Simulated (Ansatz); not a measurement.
Runs of Ansatz 0.2.0 on Pb. It takes space group P6_3/mmc (No. 194, hexagonal). Conventional cell: a = 3.480 Å, b = 3.480 Å, c = 5.590 Å, α = 90.00°, β = 90.00°, γ = 120.00°. Around Pb (site symmetry -6m2) lie 12 Pb at 3.44 to 3.48 Å. This isn't the form of Pb at room conditions, which is fcc.

| task | level | spin | cell | k mesh | cutoff (eV) | points for each segment of the path | gap on the mesh (eV) | pressure (GPa) | relaxed volume (Å³/atom) |
| --- | --- | --- | --- | --- | --- | --- | --- | --- | --- |
| relaxation of cell and atoms | B3LYP | off | relaxed | 5 × 5 × 3 | 420 | - | none | 0.0 | 33.81 |
| relaxation of cell and atoms | PBE0 | off | relaxed | 5 × 5 × 3 | 420 | - | none | 0.0 | 31.07 |
| band structure | HSE03 | off | as given | 5 × 5 × 3 | 420 | 4 | none | 3.3 | - |
| single point | PBE0 | SOC, no magnetisation | as given | 4 × 4 × 2 | 420 | - | none | -0.1 | - |
| single point | PBEsol0 | off | as given | 5 × 5 × 3 | 420 | - | none | (b) | - |
| single point | HSE06 | SOC, no magnetisation | as given | 4 × 4 × 2 | 420 | - | none | 0.3 | - |
| relaxation of cell and atoms | PBEsol0 | off | relaxed | 5 × 5 × 3 | 420 | - | none | 0.0 | (a) |
| single point | r2SCAN0 | off | as given | 5 × 5 × 3 | 500 | - | none | 2.8 | - |
| single point | r2SCAN50 | off | as given | 5 × 5 × 3 | 500 | - | none | 2.1 | - |
| single point | PBE0 | off | as given | 5 × 5 × 3 | 420 | - | none | 2.9 | - |
| relaxation of cell and atoms | HSE06 | off | relaxed | 5 × 5 × 3 | 420 | - | none | 0.0 | 31.22 |
| relaxation of cell and atoms | HSEsol | off | relaxed | 5 × 5 × 3 | 420 | - | none | 0.0 | 29.93 |

Alike in all rows: potentials or basis Ansatz PAW; smearing fermi-dirac 0.05 eV; the mesh is coarse, so values aren't converged.

Fill in the values left out.

(a) 30.00; (b) 1.2.

Caveats: all runs use coarse meshes; the PAW data sets come from PBE, with cores solved anew for the run's functional, which leaves a small shift of forces and pressure; the thresholds are loose for stress (some runs); the plane-wave basis is chosen anew once the cell has moved, so the energies of steps on either side of that aren't comparable (some runs); the volume moved by over 15 % at a fixed basis, so the end points are rough (some runs); the volume moved by +15 % from the deposited cell, more than functionals usually miss (some runs); spin-orbit coupling is left out, which moves the levels of the heavy elements (some runs).

A k mesh can miss the band edges, and rows without SOC leave out spin-orbit coupling on Pb.

A gap of «none» marks a metal or a gap under the smearing width.
